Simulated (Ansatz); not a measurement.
# I_O in Ga2O3 (R-3c): charge-transition levels and formation energies

Charge states of I_O in Ga2O3 (R-3c), set against the band edges. Model: a cell of 80 host atoms with 1 O taken out and 1 I put in.

Calculated with Ansatz 0.2.0; place-levels on PBEsol runs: charge-transition levels and formation energies with image-charge correction and potential alignment at the atomic sites.

**1. Starting point**

The cell holds 80 atoms: 32 Ga, 47 O and 1 I. Cell: a = 10.664 Å, b = 10.664 Å, c = 10.664 Å, α = 55.9°, β = 55.9°, γ = 55.9°. It derives from Ga2O3 (space group R-3c). Nearest the centre at fractional (0.625, 0.276, 0.474): I48 at 0.00 Å, Ga1 at 1.93 Å, Ga42 at 1.93 Å, Ga53 at 2.08 Å, Ga54 at 2.08 Å, O19 at 2.62 Å, O80 at 2.62 Å, O15 at 2.72 Å.

Coordinates:

```xyz
80
Lattice="5.0005 2.8870 8.9651 -5.0005 2.8870 8.9651 0.0000 -5.7741 8.9651" Properties=species:S:1:pos:R:3 pbc="T T T"
Ga    0.0000    0.0000   11.5073
Ga    0.0000    0.0000    8.6642
Ga    0.0000    0.0000    1.9403
Ga    0.0000    0.0000    4.7835
O     0.7571    1.5757    5.6032
O     0.9861   -1.4435    5.6032
O    -1.7432   -0.1322    5.6032
O    -0.7571   -1.5757    7.8445
O     1.7432    0.1322    7.8445
O    -0.9861    1.4435    7.8445
Ga    0.0000   -2.8870   15.9899
Ga    0.0000   -2.8870   13.1467
Ga    0.0000   -2.8870    6.4229
Ga    0.0000   -2.8870    9.2661
O     0.7571   -1.3113   10.0857
O     0.9861   -4.3306   10.0857
O    -1.7432   -3.0192   10.0857
O    -0.7571   -4.4628   12.3270
O     1.7432   -2.7548   12.3270
O    -0.9861   -1.4435   12.3270
Ga   -2.5002    1.4435   15.9899
Ga   -2.5002    1.4435   13.1467
Ga   -2.5002    1.4435    6.4229
Ga   -2.5002    1.4435    9.2661
O    -1.7432    3.0192   10.0857
O    -1.5142    0.0000   10.0857
O    -4.2434    1.3113   10.0857
O    -3.2573   -0.1322   12.3270
O    -0.7571    1.5757   12.3270
O    -3.4863    2.8870   12.3270
Ga   -2.5002   -1.4435   20.4724
Ga   -2.5002   -1.4435   17.6293
Ga   -2.5002   -1.4435   10.9054
Ga   -2.5002   -1.4435   13.7486
O    -1.7432    0.1322   14.5683
O    -1.5142   -2.8870   14.5683
O    -4.2434   -1.5757   14.5683
O    -3.2573   -3.0192   16.8096
O    -0.7571   -1.3113   16.8096
O    -3.4863    0.0000   16.8096
Ga    2.5002    1.4435   15.9899
Ga    2.5002    1.4435   13.1467
Ga    2.5002    1.4435    6.4229
Ga    2.5002    1.4435    9.2661
O     3.2573    3.0192   10.0857
O     3.4863    0.0000   10.0857
O     0.7571    1.3113   10.0857
I     1.7432   -0.1322   12.3270
O     4.2434    1.5757   12.3270
O     1.5142    2.8870   12.3270
Ga    2.5002   -1.4435   20.4724
Ga    2.5002   -1.4435   17.6293
Ga    2.5002   -1.4435   10.9054
Ga    2.5002   -1.4435   13.7486
O     3.2573    0.1322   14.5683
O     3.4863   -2.8870   14.5683
O     0.7571   -1.5757   14.5683
O     1.7432   -3.0192   16.8096
O     4.2434   -1.3113   16.8096
O     1.5142    0.0000   16.8096
Ga    0.0000    2.8870   20.4724
Ga    0.0000    2.8870   17.6293
Ga    0.0000    2.8870   10.9054
Ga    0.0000    2.8870   13.7486
O     0.7571    4.4628   14.5683
O     0.9861    1.4435   14.5683
O    -1.7432    2.7548   14.5683
O    -0.7571    1.3113   16.8096
O     1.7432    3.0192   16.8096
O    -0.9861    4.3306   16.8096
Ga    0.0000    0.0000   24.9550
Ga    0.0000    0.0000   22.1118
Ga    0.0000    0.0000   15.3880
Ga    0.0000    0.0000   18.2312
O     0.7571    1.5757   19.0508
O     0.9861   -1.4435   19.0508
O    -1.7432   -0.1322   19.0508
O    -0.7571   -1.5757   21.2921
O     1.7432    0.1322   21.2921
O    -0.9861    1.4435   21.2921
```

The host's dielectric constants go in as inputs: (4.48, 4.48, 4.35) for the electrons alone, (13.06, 13.06, 18.86) with the ions, computed on the host (DFPT, PBEsol).

The cell's shortest repeat is 10.0 Å.

**2. Charge states**

A transition level is the Fermi level at which two charge states cost the same, so each charge needs its own total energy, at its own relaxed structure.

Each atom starts 0.05 Å or so off its site in a random direction: a symmetric start keeps its symmetry, and would miss off-centre moves and Jahn–Teller distortions. Forces are taken at one point at (¼, ¼, ¼). The cell holds 1 electron fewer than the neutral one, with a uniform background that keeps it neutral on the whole.

The sampling was tested on the host first: at the k-points planned (1x1x1 shifted 0.25 0.25 0.25) its energy lies 0.008 eV an atom from the dense-mesh value, under the bound of 0.02 eV set for this test; that bounds the host's error, not the defect's.

One state's input; the others differ in charge, spin, start and seed, and in occupations where the table says so.

Contents of qp1.relax/input.yaml:

```yaml
crystal:
  lattice:
    - [2.50024695, 1.44351827, 4.48255119]
    - [-2.50024695, 1.44351827, 4.48255119]
    - [0.0, -2.88703649, 4.48255121]
  atoms:
    - { symbol: Ga, position: [0.85571286, 0.85571286, 0.85571286] }
    - { symbol: Ga, position: [0.64428714, 0.64428714, 0.64428714] }
    - { symbol: Ga, position: [0.14428714, 0.14428714, 0.14428714] }
    - { symbol: Ga, position: [0.35571286, 0.35571286, 0.35571286] }
    - { symbol: O, position: [0.75, 0.44719662, 0.05280338] }
    - { symbol: O, position: [0.44719662, 0.05280338, 0.75] }
    - { symbol: O, position: [0.05280338, 0.75, 0.44719662] }
    - { symbol: O, position: [0.25, 0.55280338, 0.94719662] }
    - { symbol: O, position: [0.94719662, 0.25, 0.55280338] }
    - { symbol: O, position: [0.55280338, 0.94719662, 0.25] }
  supercell: [2, 2, 2]
  defects: [{ substitution: { at: 47, symbol: I } }]
total_charge: 1
basis:
  ecutwfc: 420
  xc_grid: 2
hamiltonian:
  xc: pbesol
kpoints:
  mp_grid: { grid: [1, 1, 1], shift: [0.25, 0.25, 0.25] }
scf:
  occupations: { method: fixed }
  max_iter: 60
output:
  forces: true
  charged_corrections:
    epsilon: [4.48, 4.48, 4.35]
    static_epsilon: [13.06, 13.06, 18.86]
relax:
  f_tol: 0.02
  max_steps: 80
  random_displacement: { amplitude: 0.05, seed: 9713 }
checkpoint:
  write: "../qp1.relax.run"
  compress: false
  write_wavefunctions: true
  write_every: 100000
```

Launch:

```bash
$ ansatz run input.yaml --threads 8 --pin off --max-ram 22609MiB --backend cpu --events-out ev --progress --plain --runs-dir out
```

Defect states can disperse in a cell of this size, so the energy is taken again at a 2×2×2 shifted mesh, on the relaxed structure.

The run of this state that the levels use, under PBEsol:

Contents of qp1.point/input.yaml:

```yaml
crystal:
  checkpoint: "../qp1.relax.run"
  host: checkpoint
total_charge: 1
basis:
  ecutwfc: 420
  xc_grid: 2
hamiltonian:
  xc: pbesol
kpoints:
  mp_grid: { grid: [2, 2, 2], shift: [0.5, 0.5, 0.5] }
scf:
  occupations: { method: fermi_dirac, width: 0.01 }
  max_iter: 60
output:
  forces: true
  eigenvalues: true
  charged_corrections:
    epsilon: [4.48, 4.48, 4.35]
    static_epsilon: [13.06, 13.06, 18.86]
    defect_position: [0.625, 0.276402, 0.473598]
  eigenstates: { localisation: true }
  populations: true
  band_densities: [{ bands: [v1, v1] }, { bands: [c1, c1] }]
  write_density: true
  write_potential: true
  volumetric_format: npy
checkpoint:
  read: "../qp1.relax.run"
  write: "../qp1.point.run"
  compress: false
  write_wavefunctions: false
  write_every: 100000
```

Relaxations under PBEsol at one point at (¼, ¼, ¼); times on 8 threads of Arm Neoverse V2, shared host:

| charge | moment (μB) | occupations | outcome | steps | largest displacement against the far atoms (Å) | time |
| --- | --- | --- | --- | --- | --- | --- |
| 0 | 1 | fixed | converged | 6 | 0.56 | 2.7 min |
| +1 | 0 | fixed | converged | 6 | 0.56 | 87 s |

Single points under PBEsol at a 2×2×2 shifted mesh; times on 8 threads of Arm Neoverse V2, shared host:

| charge | moment (μB) | occupations | outcome | time |
| --- | --- | --- | --- | --- |
| 0 | 1 | fermi-dirac | converged | 4 min |
| +1 | 0 | fermi-dirac | converged | 94 s |

Distances (Å) from I48 to the nearest atoms after relaxation with PBEsol:

| charge | moment (μB) | 1. | 2. | 3. | 4. | 5. | 6. |
| --- | --- | --- | --- | --- | --- | --- | --- |
| 0 | 1 | Ga 2.38 | Ga 2.38 | Ga 2.49 | Ga 2.49 | O 2.84 | O 2.84 |
| +1 | 0 | Ga 2.38 | Ga 2.38 | Ga 2.49 | Ga 2.49 | O 2.83 | O 2.83 |

**3. Placing the levels, PBEsol**

A charged cell interacts with its images and the background, and its potential has another zero than the host's. place-levels removes the first by a point-charge model, screened by the static dielectric constant since the ions have relaxed around the charge, and the second by comparing potentials at atoms far from the defect.

The host is a run of the defect-free crystal in the same cutoffs, grids and k-points, so that basis and sampling errors cancel in part in the differences. The host is run in a cell of 10 atoms on a matching mesh. Its band edges are searched through the zone by a band path, so the gap is smaller than, or equal to, that on the mesh. Chemical potentials are energies per atom of O (O2 molecule) and I (solid I2 (Cmce)), run with the same functional and cutoff.

Contents of levels.point.yaml:

```yaml
host:
  run: host.point.run
states: [q0_M1.point.run, qp1.point.run]
geometry_from:
  q0_M1.point.run: q0_M1.relax.run
  qp1.point.run: qp1.relax.run
  host.point.run: host.relax.run
chemical_potentials:
  O:
    energy: -558.282649
    dataset: "<sha256 of the dataset>"
  I:
    energy: -7432.288513
    dataset: <sha256 of the dataset>
epsilon: [4.48, 4.48, 4.35]
static_epsilon: [13.06, 13.06, 18.86]
vertical:
  - { from: qp1.point.run, to: qp1.point_neutral.run }
```

Launch:

```bash
$ ansatz place-levels levels.point.yaml -- --threads 8 --pin off --max-ram 22609MiB
```

Numbers of over 12 decimals in the logs are rounded to 6 here.

Output:

```text
[... repeated set-up lines and file paths are left out, and long positions are rounded to six places ...]
(+1/0) 2.707 eV above the valence edge (+3.894 eV without the band-filling correction), in the conduction band
formation energy of charge +1: +6.661 eV with the Fermi level at the valence edge
formation energy of charge 0: +9.368 eV with the Fermi level at the valence edge
vertical +1 to 0: no energy, since no alignment is typed
  the change from vertical[0].from (qp1.point.run) to vertical[0].to (qp1.point_neutral.run): by its potential at epsilon [4.48, 4.48, 4.35] it is spread over the cell along a vector, with an rms radius of about 6.4 Å (4.0 3.5 3.5 Å across the planes of the [...]
  edges by pbesol, gap 2.698 eV; the host is sampled to repeats of 20.00 Å
  the defect's cells are sampled to repeats of 20.00 Å, like sampling
  charge +1: -153610.3837 eV with its correction of +0.598 eV, at epsilon [13.06, 13.06, 18.86], aligned at sites: +0.4447 eV, mean over 29 atomic sites at or beyond 5.00 Å from the host's site at [0.6250, 0.2765, 0.4735] by the defect at [0.6250, 0.2764, [...]
  charge 0: +0.000 eV for its dipole among its images, +0.000 omitted
  of states[1] (qp1.point.run): it parts from the run at its places by a charge that spreads by about 4 Å along one vector (1.4 Å or more is wide), by its potential at epsilon [4.48, 4.48, 4.35], taken for that of held ions (one typed too small widens it), [...]
  of states[0] (q0_M1.point.run): a band-filling correction moves a carrier to the host's band edge, which changes its energy by -1.187 eV; [...]
  of vertical[0].from (qp1.point.run): it parts from the run at its places by a charge that spreads by about 4 Å along one vector (1.4 Å or more is wide), by its potential at epsilon [4.48, 4.48, 4.35], taken for that of held ions (one typed too small widens [...]
  of vertical[0].to (qp1.point_neutral.run): its moments are held at its close (magnetization.spin_locking), by a field of 0.514 eV a Bohr magneton, and its energy and levels are of the state that this holds: a run that lets them go can end lower
```

Wall time 0.29 s (8 threads of Arm Neoverse V2, shared host).

Levels between the charges placed, in eV above the valence top:

|  | gap (eV) | (+1/0) |
| --- | --- | --- |
| PBEsol | 2.70 | 2.71 |

Corrections by state:

| charge | moment (μB) | image terms and alignment (eV) | band filling (eV) | ε used | over the lowest of its charge, as the program ranks them, band filling apart (eV) |
| --- | --- | --- | --- | --- | --- |
| +1 | 0.0 | 0.598 | - | principal values (13.06, 13.06, 18.86) | 0.000 |
| 0 | 1.0 | 0.000 | -1.187 | - | 0.000 |

The charged structures listed were also run neutral, and place-levels reads from each pair, by the potential or the spins, how wide the charge is by which they differ; that can be the carrier of either run.

| charge | rms radius (Å) | spread where it is widest against the cell (Å) | wide from (Å) | reading |
| --- | --- | --- | --- | --- |
| +1 | 6.4 | 3.98 | 1.43 | wide |

The neutral runs of these pairs need not share the spin of the lowest neutral state, and very wide values only mean spread over the cell.

From the program's caveats on the states, each cut to its opening words:

- charge +1: it parts from the run at its places by a charge that spreads by about 4 Å along one vector (1.4 Å or more is wide), by its potential at epsilon [4.48, 4.48, [...]
- charge 0 (1 μB): a band-filling correction moves a carrier to the host's band edge, which changes its energy by -1.187 eV
- charge 0 (1 μB): its moments are held at its close (magnetization.spin_locking), by a field of 0.513 eV a Bohr magneton, and its energy and levels are of the state that this [...]

Formation energies (eV), elemental references (Δμ(O) = 0.00 eV, Δμ(I) = 0.00 eV):

| charge | Fermi level at the valence top | at the conduction bottom |
| --- | --- | --- |
| +1 | 6.66 | 9.36 |
| 0 | 9.37 | 9.37 |

**4. Effect of the sampling**

The relaxations' own energies give the levels at their sampling, for comparison.

Contents of levels.relax_mesh.yaml:

```yaml
host:
  run: host.relax.run
states: [q0_M1.relax.run, qp1.relax.run]
chemical_potentials:
  O:
    energy: -558.282649
    dataset: "<sha256 of the dataset>"
  I:
    energy: -7432.288513
    dataset: <sha256 of the dataset>
```

Launch:

```bash
$ ansatz place-levels levels.relax_mesh.yaml -- --threads 8 --pin off --max-ram 22609MiB
```

Output:

```text
[...]
formation energy of charge +1: +6.684 eV with the Fermi level at the valence edge
formation energy of charge 0: +9.388 eV with the Fermi level at the valence edge
  edges by pbesol, gap 2.692 eV; the host is sampled to repeats of 10.00 Å
[... the lines on each state left out ...]
```

Wall time 0.12 s (8 threads).

Levels between neighbouring charges, in eV above the valence top:

|  | gap (eV) | (+1/0) |
| --- | --- | --- |
| one point at (¼, ¼, ¼) | 2.69 | 2.70 |
| a 2×2×2 shifted mesh | 2.70 | 2.71 |

Going from one point at (¼, ¼, ¼) to a 2×2×2 shifted mesh moves formation energies against the elements by up to 0.02 eV; band-filling terms, which differ between samplings, are in these energies.

**5. Outcome**

```json
{
  "gap of the host": "2.70 eV (PBEsol)",
  "level (plus 1/0)": "2.71 eV above the valence top, past the conduction bottom (3.89 eV above the valence top without the band-filling term)",
  "lowest of the charges placed, just above the valence top (0.02 eV)": "+1",
  "lowest of the charges placed, just below the conduction bottom (0.02 eV)": "+1",
  "lowest formation energy at mid-gap of the charges run, elemental references": "8.01 eV"
}
```

What this shows: Of the charges placed (0 and +1), +1 is the lowest from 0.02 eV above the valence top to 0.02 eV below the conduction bottom, a gap of 2.70 eV. Charges above +1 and below 0 were not placed, so these runs say nothing of levels that involve them. States placed: +1 at 0 μB; 0 at 1 μB. Other spin states or structures, where not listed, weren't placed. The program finds carriers beyond a band edge of the host and adds a band-filling term at charge 0 (-1.19 eV); steps to such a charge show no bound level, and a defect level inside a band would be read the same way. I is taken at its element; compounds, which aren't counted here, bound the chemical potentials and would shift these formation energies. Going from one point at (¼, ¼, ¼) to a 2×2×2 shifted mesh moves formation energies against the elements by up to 0.02 eV; band-filling terms, which differ between samplings, are in these energies. Keep in mind: PBEsol makes the gap too small and tends to spread out bound carriers; where a gas molecule sets a chemical potential or the host's formation energy, its binding is uncorrected; spin–orbit coupling, which can matter with heavy atoms, is left out.

[Logs are printed without paths, hosts, clocks, repeated set-up lines and the standing remarks that a program may print on its own settings, such as how far it seeks lower states.]

[Hosts, paths, dates, database ids (printed as entryN), source tags and the programs' standing remarks are cut or masked in the printed files.]

[Where a table of states has a column of steps, it counts the stored structures, which are thinned; the runs took as many ionic steps or more.]

[A defect's name tells the site on which it was built; relaxed atoms can leave that site.]

[For some hosts the program warned that the k-mesh of the response run may be too coarse for force constants and the static dielectric constant; such warnings are not shown here.]
